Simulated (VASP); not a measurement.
Wanted: the native input for a VASP 6.6.1 run.

- Task: relaxation of cell and atoms
- Functional: revPBE
- Potentials or basis: VASP PAW PBE potentials, release 64 (P)
- Cutoff: 600 eV
- k mesh: 5 × 5 × 5
- Occupations: fermi-dirac, width 0.1 eV
- Spin: no spin polarisation
- Dipole correction: no
- Further INCAR settings: ALGO = Normal; EDIFF = 1e-06; IBRION = 2; EDIFFG = -0.01; NSW = 80; ISIF = 3

The structure of P lies in POSCAR:

```
P
1.0
    4.9567132665      0.0000000000      0.0000000000
    0.0000000000      4.9567132665      0.0000000000
    0.0000000000      0.0000000000      4.9567132665
P
8
Direct
    0.0000000000      0.0000000000      0.0000000000
    0.5000000000      0.5000000000      0.5000000000
    0.2500000000      0.0000000000      0.5000000000
    0.7500000000      0.0000000000      0.5000000000
    0.5000000000      0.2500000000      0.0000000000
    0.5000000000      0.7500000000      0.0000000000
    0.0000000000      0.5000000000      0.2500000000
    0.0000000000      0.5000000000      0.7500000000
```

The cell was built by a generator and needn't be a form met in nature.

These files were run (other wordings do the same):

INCAR

```
PREC     = Accurate       # precision mode
ENCUT    = 600            # plane-wave cutoff, eV
EDIFF    = 1E-6           # SCF threshold, eV
ISMEAR   = -1             # smearing method
SIGMA    = 0.1            # smearing width, eV
LREAL    = False          # projectors in reciprocal space
LASPH    = True           # aspherical terms in the spheres
NELM     = 100            # most SCF steps
ALGO     = Normal         # electronic algorithm
ISIF     = 3              # what is computed and relaxed
LWAVE    = False          # write WAVECAR
LCHARG   = False          # write CHGCAR
GGA      = RE             # functional
IBRION   = 2              # ionic algorithm
NSW      = 80             # ionic steps
EDIFFG   = -0.01          # ionic threshold
```

KPOINTS

```
regular mesh
0
Gamma
  5 5 5
```

Potentials or basis: VASP PAW PBE potentials, release 64 (P).

Command:

```sh
$ cat potpaw_PBE.64/P/POTCAR > POTCAR
$ mpirun -np 1 vasp_std > vasp.out
```

It gave:

```yaml
Relaxed_volume: 14.80 Å³/atom
Relaxed_cell: a = 4.910 Å, b = 4.910 Å, c = 4.910 Å, α = 90.00°, β = 90.00°, γ = 90.00°
Space_group_after_relaxing_to_0.05_Å: Pm-3n (No. 223)
Energy_gained_by_relaxing: 3.0 meV/atom
Ionic_steps: 3
Pressure_after_relaxing: 0.0 GPa
Band_gap_on_the_k_mesh: none (metal or under the smearing width)
```

Caveat: the PAW data sets were made with another functional, which shifts forces and pressure a little.

Run time: 36 s on 1 thread of Intel(R) Xeon(R) 6975P-C (Granite Rapids), on a shared host, peak memory 0.23 GiB.
